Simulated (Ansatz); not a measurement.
# Pd: the cost of one run

Computed with Ansatz 0.2.0 (DFT PBEsol, scalar-relativistic, plane waves, PAW, unless a step's input says otherwise).

## 1. The structure to begin with

The structure is cubic, space group Im-3m (No. 229). Conventional cell: a = 3.145 Å, b = 3.145 Å, c = 3.145 Å, α = 90.00°, β = 90.00°, γ = 90.00°. Pd (site symmetry m-3m) is surrounded by 8 Pd at 2.72 Å.

As a file:

```
Pd
1.0
    -1.57228    1.57228    1.57228
     1.57228   -1.57228    1.57228
     1.57228    1.57228   -1.57228
Pd
1
Direct
  0.00000 0.00000 0.00000
```

The structure comes from the Materials Project (structure only).

## 2. A distortion of lower symmetry

Against the listed cell: strain xx, yy, zz, yz, xz, xy = -2.6, -2.6, +3.4, +0.0, +0.0, +0.0 %.

Contents of input.yaml:

```yaml
crystal:
  lattice:
    - [-1.5309771781, 1.5309771781, 1.6253140381]
    - [1.5309771781, -1.5309771781, 1.6253140381]
    - [1.5309771781, 1.5309771781, -1.6253140381]
  atoms:
    - { symbol: Pd, position: [0.0, 0.0, 0.0] }
basis:
  ecutwfc: 420
kpoints:
  mp_grid: { grid: [16, 16, 16] }
hamiltonian:
  xc: pbesol
scf:
  occupations: { method: gaussian, width: 0.1 }
output:
  forces: true
  stress: true
  eigenvalues: true
```

What time and memory should one allow on 1 thread of an Arm CPU, shared host?

About 6 s, with a peak of 0.35 GiB.
